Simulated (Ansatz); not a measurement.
# Sn: the cost of one run

Computed with Ansatz 0.2.0, driven from Python. The levels of theory stand in the script.

**1. The structure**

The structure is tetragonal, space group I4_1/amd (No. 141). The conventional cell has a = 5.839 Å, b = 5.839 Å, c = 3.188 Å, α = 90.00°, β = 90.00°, γ = 90.00°. Sn (site symmetry -4m2) is surrounded by 6 Sn at 3.03 to 3.19 Å.

No structure file is read: the coordinates are typed or built in the script.

**2. The code**

Input file paw_lapw.py:

```python
"""Checking the PAW result for Sn with LAPW."""

import ansatz as az
import numpy as np
from tabulate import tabulate


def count_gap(report):
    # lowest empty less highest filled band, counting bands; zero where they overlap
    return max(report.get("gap_by_band_count_ev") or 0.0, 0.0)


def main() -> None:
    system = (
        az.Lattice.from_parameters(5.83928815, 5.83928815, 3.1876, alpha=90, beta=90, gamma=90)
        .space_group(141, hermann_mauguin="I41/amd", origin_choice=1)
        .atom("Sn", (0.0, 0.0, 0.0))
        .primitive()
    )

    job = (
        system.calculation()
        .functional("pbesol")
        .kpoints(11, 11, 11)
        .occupations("fermi_dirac", width=0.1)
        .stress()
        .forces()
        .band_table()
    )
    variants = {
        "PAW": job.pseudopotentials("paw"),
        "LAPW": job.pseudopotentials("all_electron", lapw=True),
    }
    # totals differ by the cores that each treatment holds, so compare what does not depend on them
    rows = []
    for label, variant in variants.items():
        data = variant.run().report
        levels = np.array(data["eigenvalues_ev"][0]) - data["fermi_energy_ev"]
        print(label, "levels at the first k-point near E_F:", np.round(levels[np.abs(levels) < 5], 3))
        rows.append((label, data["n_electrons"], np.trace(data["stress_gpa"]) / 3, count_gap(data)))
    print(tabulate(rows, headers=["treatment", "electrons in bands", "P GPa", "gap by band count eV"], floatfmt=".4f", tablefmt="github"))


if __name__ == "__main__":
    main()
```

**3. The input behind the calls**

The package turns the script's settings into the engine's input (first run):

```yaml
crystal:
  lattice:
    a: 5.83928815
    b: 5.83928815
    c: 3.1876
    alpha: 90.0
    beta: 90.0
    gamma: 90.0
  space_group: 141
  setting:
    hermann_mauguin: I41/amd
    origin_choice: 1
  atoms:
    - { symbol: Sn, position: [0.0, 0.0, 0.0] }
  reduce_to_primitive: true
kpoints:
  mp_grid:
    grid: [11, 11, 11]
hamiltonian:
  xc: pbesol
  pseudopotentials:
    kind: paw
scf:
  occupations:
    method: fermi_dirac
    width: 0.1
output:
  forces: true
  stress: true
  eigenvalues: true
```

**4. Running it**

Started as:

```sh
$ python paw_lapw.py
```

Q: Estimate wall time and peak memory on 1 thread of Arm Neoverse V2, shared host.

About 40 s, with a peak of 0.7 GiB.
